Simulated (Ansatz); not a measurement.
The system is Ga.

```
Ga
1.0
     2.71648    0.00000    0.00000
     0.00000    2.71648    0.00000
     0.00000    0.00000    2.71648
Ga
1
Cartesian
  0.0000 0.0000 0.0000
```

The cell was built by a generator and needn't be a form met in nature.

```yaml
Program: Ansatz 0.2.0
Task: relaxation of cell and atoms
Functional: BLYP
Dispersion: D4
Potentials_or_basis: Ansatz PAW
Cutoff: "420 eV (not typed: the program's choice for these potentials)"
k_mesh: 10 × 10 × 10
Occupations: fermi-dirac, width 0.05 eV
Spin: no spin polarisation
```

At the start: volume 20.05 Å³/atom.

Task: How do energy, volume and symmetry change on relaxing?

Result: It ends after 4 steps and the volume is 19.38 Å³/atom (-3.3 %); space group Pm-3m (No. 221, to 0.05 Å).

The path:
```
step  energy change (eV)  largest force (eV/Å)  volume (Å³)
   1              0.0000                0.0000        20.05
   2             -0.0032                0.0000        19.53
   3             -0.0034                0.0000        19.38
   4             -0.0033                0.0000        19.38
```

Final structure:
```
Ga
1.0
     2.68591    0.00000    0.00000
     0.00000    2.68591    0.00000
     0.00000    0.00000    2.68591
Ga
1
Direct
  0.00000 0.00000 0.00000
```

Caveat: the plane-wave basis is chosen anew once the cell has moved, so the energies of steps on either side of that aren't comparable; pairwise dispersion overbinds metals, which lowers pressure and volume; the PAW data sets come from PBE, with cores solved anew for the run's functional, which leaves a small shift of forces and pressure.
